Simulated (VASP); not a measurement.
A calculation with VASP 6.6.1 of Ba (native input, structure from a POSCAR):

INCAR

```
PREC     = Accurate       # precision mode
ENCUT    = 520            # plane-wave cutoff, eV
EDIFF    = 1E-7           # SCF threshold, eV
ISMEAR   = 0              # smearing method
SIGMA    = 0.05           # smearing width, eV
LREAL    = F              # projectors in reciprocal space
LASPH    = T              # aspherical terms in the spheres
NELM     = 80             # most SCF steps
ALGO     = Normal         # electronic algorithm
ISIF     = 2              # what is computed and relaxed
LWAVE    = F              # write WAVECAR
LCHARG   = F              # write CHGCAR
GGA      = PS             # functional
NBANDS   = 11             # bands
```

Contents of KPOINTS:

```
Automatic mesh
0
Gamma
  8 8 8
```

Contents of POSCAR:

```
Ba
4.3414
   -0.577348320818      0.577348320818      0.577348320818
    0.577348320818     -0.577348320818      0.577348320818
    0.577348320818      0.577348320818     -0.577348320818
Ba
1
Direct
    0.0000000000      0.0000000000      0.0000000000
```

Potentials or basis: VASP PAW PBE potentials, release 54 (Ba_sv).

The run is started by

```console
$ cat potpaw_PBE.54/Ba_sv/POTCAR > POTCAR
$ mpirun -np 1 vasp_std > vasp.out
```

Q: Write the same calculation in another form: ASE script, structure typed inline.

A: As run:

run.py

```python
from ase import Atoms
from ase.calculators.vasp import Vasp
from ase.dft.bandgap import bandgap

atoms = Atoms(
    ['Ba'],
    cell=[[-2.5065, 2.5065, 2.5065], [2.5065, -2.5065, 2.5065], [2.5065, 2.5065, -2.5065]],
    scaled_positions=[[0.0, 0.0, 0.0]],
    pbc=True,
)
calc = Vasp(
    directory='calc',
    xc='pbesol',
    pp='PBE',
    setups='recommended',
    pp_version='54',
    prec='Accurate',
    encut=520,
    ediff=1e-07,
    ismear=0,
    sigma=0.05,
    lreal=False,
    lasph=True,
    nelm=80,
    algo='Fast',
    isif=2,
    lwave=False,
    lcharg=False,
    kpts=[8, 8, 8],
    gamma=True,
    nbands=11,
)
atoms.calc = calc

print('energy (eV):', atoms.get_potential_energy())
print('free energy (eV):', atoms.get_potential_energy(force_consistent=True))
print('forces (eV/A):')
print(atoms.get_forces())
print('stress (eV/A^3, Voigt):', atoms.get_stress())
print('Fermi level (eV):', calc.get_fermi_level())
gap, top, bottom = bandgap(calc)
print('band gap (eV):', gap, 'from (spin, k, band)', top, 'to', bottom)
```

Potentials or basis: VASP PAW PBE potentials, release 54 (Ba_sv).

Run with:

```console
$ python run.py
```

Both were run:

|  | native input, structure from a POSCAR | ASE script, structure typed inline |
| --- | --- | --- |
| Pressure | -0.7 GPa | -0.7 GPa |
| Band gap on the k mesh | none (metal or under the smearing width) | none (metal or under the smearing width) |

Keys that steer only the numerical path or the files written may differ.

Caveat: the PAW data sets were made with another functional, which shifts forces and pressure a little.
